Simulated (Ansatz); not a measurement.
**Re: strong compression**

Aim: compress Re (omega type) step by step, far beyond the usual range, and follow pressure and electronic structure. Methods of the runs shown: PAW. Its runs: cell relaxed at zero pressure (PAW); volume scaled by 1 (PAW); shape and atoms relaxed at 0.78 of the volume (PAW); volume scaled by 0.78 (PAW); shape and atoms relaxed at 0.58 of the volume (PAW); volume scaled by 0.58 (PAW); shape and atoms relaxed at 0.5 of the volume (PAW); volume scaled by 0.5 (PAW); shape and atoms relaxed at 0.43 of the volume (PAW); volume scaled by 0.43 (PAW and PAW (cutoff 600 eV)).

Computed with Ansatz 0.2.0 (DFT, PBE, PAW with Ansatz's default frozen-core files, scalar-relativistic, unless a step's input says otherwise).

1 further run of the same task is left out (it didn't finish).

## Step 1: Starting point

It takes space group P6/mmm (No. 191, hexagonal). The conventional cell has a = 4.372 Å, b = 4.372 Å, c = 2.711 Å, α = 90.00°, β = 90.00°, γ = 120.00°. Re (site symmetry 6/mmm) is surrounded by 14 Re at 2.71 to 2.86 Å. Around Re (site symmetry -6m2) lie 11 Re at 2.52 to 2.86 Å.

As a file:

```cif
data_structure
_symmetry_space_group_name_H-M 'P6/mmm'
_symmetry_Int_Tables_number 191
_cell_length_a 4.3718
_cell_length_b 4.3718
_cell_length_c 2.7105
_cell_angle_alpha 90.000
_cell_angle_beta 90.000
_cell_angle_gamma 120.000
_cell_volume 44.87
loop_
_atom_site_label
_atom_site_type_symbol
_atom_site_symmetry_multiplicity
_atom_site_Wyckoff_symbol
_atom_site_fract_x
_atom_site_fract_y
_atom_site_fract_z
_atom_site_occupancy
Re1 Re 1 a 0.00000 0.00000 0.00000 1
Re2 Re 2 d 0.33333 0.66667 0.50000 1
```

The file gives the conventional cell by its symmetry; the runs use the cell typed in the input.

Whether this phase is the stable one at these pressures isn't tested.

Atoms are numbered in the order of the input: Re1, Re2, Re3.

## Step 2: Cell relaxed at zero pressure, PAW

input.yaml reads:

```yaml
crystal:
  lattice:
    - [4.3718150785, 0.0, 0.0]
    - [-2.1859075392, 3.7861029186, 0.0]
    - [0.0, 0.0, 2.7105253487]
  atoms:
    - { symbol: Re, position: [0.0, 0.0, 0.0] }
    - { symbol: Re, position: [0.3333333333, 0.6666666667, 0.5] }
    - { symbol: Re, position: [0.6666666667, 0.3333333333, 0.5] }
kpoints:
  mp_grid: { grid: [9, 9, 13] }
scf:
  occupations: { method: fermi_dirac, width: 0.08 }
hamiltonian:
  xc: pbe
  pseudopotentials: { kind: paw }
output:
  forces: true
  stress: true
relax:
  f_tol: 0.005
  max_steps: 40
  cell: {}
```

Started as:

```
> ansatz run input.yaml --threads 1 --pin off --max-ram 3072MiB --backend cpu --events-out ev --progress --plain --runs-dir out
```

After this run come: Volume scaled by 1, PAW; Shape and atoms relaxed at 0.78 of the volume, PAW; Volume scaled by 0.78, PAW; Shape and atoms relaxed at 0.58 of the volume, PAW; Volume scaled by 0.58, PAW; Shape and atoms relaxed at 0.5 of the volume, PAW; Volume scaled by 0.5, PAW; Shape and atoms relaxed at 0.43 of the volume, PAW; Volume scaled by 0.43, PAW; Volume scaled by 0.43, PAW (cutoff 600 eV).

Before running it: what results should come out? Wanted: PAW pressure at 0.43 of the volume; fitted bulk modulus at zero pressure.

As calculated:

| quantity | value |
| --- | --- |
| PAW pressure at 0.43 of the volume | 1714.4 GPa |
| PAW (cutoff 600 eV) pressure at 0.43 of the volume | 1714.2 GPa |
| fitted bulk modulus at zero pressure (PAW) | 357 GPa |
| its pressure derivative | 4.07 |

At 0.43 of the starting volume PAW gives 1714 GPa. One third-order Birch-Murnaghan curve follows these points (B₀ = 357 GPa, B′ = 4.07, misfit at most 1.75 GPa). A fit over so wide a range leans to the high pressures, so B₀ can be off by several per cent. No all-electron run checks these rows here, and frozen cores can fail under such compression. The ions are at rest, and the electrons smeared by 0.08 eV. Spin-orbit coupling is left out, though the cell holds Re; in elements this heavy it can shift bands and gaps by tenths of an eV.
